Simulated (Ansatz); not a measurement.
**Niobium (fcc) across density functionals**

All rows: Ansatz, plane waves with scalar-relativistic PAW, 420 eV (500 eV for the SCAN forms), relaxed under each functional, no dispersion correction, no zero-point motion. B₀ comes from uniform scaling at fixed shape; a dash is a value not given.

```tsv
functional	V (Å³/atom)	cell	B₀ (GPa)	magnetic state	ΔE to bcc (meV/atom)
PBE	18.79	a = 4.220 Å	163	non-magnetic	325
r²SCAN	18.71	a = 4.214 Å	169	non-magnetic	332
PBEsol	18.17	a = 4.173 Å	174	spin not included	349
LDA	17.77	a = 4.142 Å	182	spin not included	367
revPBE	19.03	a = 4.238 Å	158	spin not included	317
RPBE	19.12	a = 4.245 Å	156	spin not included	313
BLYP	19.50	a = 4.273 Å	151	spin not included	309
```

LDA gives the smallest volume and BLYP the largest.
